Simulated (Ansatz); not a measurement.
Hf:

```
Hf
1.0
     0.00000    2.22000    2.22000
     2.22000    0.00000    2.22000
     2.22000    2.22000    0.00000
Hf
1
Cartesian
  0.0000 0.0000 0.0000
```

This isn't the form of Hf at room conditions, which is hcp.

- Program: Ansatz 0.2.0
- Task: relaxation of cell and atoms
- Functional: revPBE
- Dispersion: D4
- Potentials or basis: Ansatz PAW
- Cutoff: 420 eV (not typed: the program's choice for these potentials)
- k mesh: 10 × 10 × 10
- Occupations: fermi-dirac, width 0.05 eV
- Spin: no spin polarisation

At the start: volume 21.88 Å³/atom.

How do energy, volume and symmetry change on relaxing?

It ends after 4 steps and the volume is 22.56 Å³/atom (+3.1 %); space group Fm-3m (No. 225, to 0.05 Å).

The path:
| step | energy change (eV) | largest force (eV/Å) | volume (Å³) |
| --- | --- | --- | --- |
| 1 | 0.0000 | 0.0000 | 21.88 |
| 2 | -0.0063 | 0.0000 | 22.59 |
| 3 | -0.0064 | 0.0000 | 22.56 |
| 4 | -0.0065 | 0.0000 | 22.56 |

Final structure:
```xyz
1
Lattice="0.0000 2.2426 2.2426 2.2426 0.0000 2.2426 2.2426 2.2426 0.0000" Properties=species:S:1:pos:R:3 pbc="T T T"
Hf    0.0000    0.0000    0.0000
```

Caveat: the plane-wave basis is chosen anew once the cell has moved, so the energies of steps on either side of that aren't comparable; pairwise dispersion overbinds metals, which lowers pressure and volume; the PAW data sets come from PBE, with cores solved anew for the run's functional, which leaves a small shift of forces and pressure.
